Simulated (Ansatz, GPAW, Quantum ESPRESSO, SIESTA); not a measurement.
**The band gap of CdGeAs2, sorted by core time**

**What was measured.** The band gap of CdGeAs2 (I-42d) is reported as 0.57 eV at 300 K (a printed reference work). The runs below try to reproduce it.

```
Cd As Ge
1.0
    -2.98887    2.98887    5.66430
     2.98887   -2.98887    5.66430
     2.98887    2.98887   -5.66430
Cd As Ge
2 4 2
Direct
  0.50000 0.50000 0.00000
  0.25000 0.75000 0.50000
  0.09622 0.12500 0.47122
  0.37500 0.90378 0.02878
  0.65378 0.62500 0.52878
  0.87500 0.34622 0.97122
  0.75000 0.25000 0.50000
  0.00000 0.00000 0.00000
```

| rung | level | program and potentials | cutoff (eV) | k mesh | smearing | task | core time | chip | band gap (eV) | miss (eV) | notes |
| --- | --- | --- | --- | --- | --- | --- | --- | --- | --- | --- | --- |
| GGA | PBE | SIESTA, files PseudoDojo sr-pbe-0.4.1-standard, DZP (energy shift 0.003 Ry; two zetas on semicore shells) | - | 6 × 6 × 6 | fermi-dirac 0.05 | band structure | 3.1 min | Intel Xeon Platinum 8488C Sapphire Rapids | 0.04 | -0.53 | atomic basis; 16 valence electrons an atom on average; from the band path |
| LDA | LDA | GPAW, the program's PAW data sets (release 1.2.1) made for this functional | 600 | 4 × 4 × 4 | fermi-dirac 0.05 | band structure | 7.7 min | Intel Xeon Platinum 8488C Sapphire Rapids | 0.04 | -0.53 | 6.5 valence electrons an atom on average; from the band path |
| GGA | PBEsol | GPAW, PAW data sets generated for this functional | 600 | 4 × 4 × 4 | fermi-dirac 0.05 | band structure | 7.8 min | Intel Xeon Platinum 8488C Sapphire Rapids | 0.04 | -0.53 | 6.5 valence electrons an atom on average; from the band path |
| GGA | PBE | Ansatz, all-electron LAPW, scalar-relativistic | - | 6 × 6 × 6 | fermi-dirac 0.05 | band structure | 15 min | AMD EPYC 7R43 Zen 3 | 0.03 | -0.54 | from the band path |
| LDA | LDA | Ansatz, all-electron LAPW, scalar-relativistic | - | 6 × 6 × 6 | fermi-dirac 0.05 | band structure | 15 min | AMD EPYC 7R43 Zen 3 | 0.03 | -0.54 | from the band path |
| GGA | PBEsol | Ansatz, all-electron LAPW, scalar-relativistic | - | 6 × 6 × 6 | fermi-dirac 0.05 | band structure | 15 min | AMD EPYC 7R43 Zen 3 | 0.03 | -0.54 | from the band path |
| GGA | PBEsol | Quantum ESPRESSO, GBRV 1.5 PBEsol | 612 | 6 × 6 × 6 | fermi-dirac 0.05 | band structure | 22 min | Arm Neoverse V2 | 0.07 | -0.50 | 9 valence electrons an atom on average; from the band path |
| GGA | PBE | Quantum ESPRESSO, SSSP 1.3 efficiency PBE | 816 | 6 × 6 × 6 | fermi-dirac 0.05 | single point | 23 min | Intel Xeon Skylake/Cascade Lake | 0.19 | -0.38 | 9 valence electrons an atom on average |
| LDA | LDA | Quantum ESPRESSO, GBRV 1.5 LDA | 612 | 6 × 6 × 6 | fermi-dirac 0.05 | band structure | 57 min | Intel Xeon Skylake/Cascade Lake | 0.07 | -0.50 | 9 valence electrons an atom on average; from the band path |

Times are single runs on shared hosts and different chips, so they are rough; meshes, cutoffs and the tasks' sizes weigh on the time. All rows: no spin polarisation. Gaps are the least found on the k mesh or the band path, and a mesh can miss the band edges. Smearing widths are in eV. Meshes differ between rows, which moves values too. All levels ran on this one cell, unrelaxed unless noted. Meshes are those of the run's cell of 8 atoms unless a note names another. Misses use the values as printed. Runs on faulty files, with rough fits or with known faults for this quantity aren't shown. No row holds spin-orbit coupling.

By rung: LDA 0.03 to 0.07; GGA 0.03 to 0.19; GGA in atomic bases 0.04 (eV). Measured: 0.57 eV at 300 K (a printed reference work). Closest, coarse meshes and atomic bases left aside, is PBE with Quantum ESPRESSO, SSSP 1.3 efficiency PBE (-0.38 eV), and PBE misses by -0.54 eV on plain settings. LDA and GGA gaps fall short mostly because these functionals lack the derivative discontinuity; the runs are for a static lattice, while measurements hold temperature and zero-point motion; rows without SOC leave out spin-orbit coupling, which moves the band edges where heavy atoms are present.
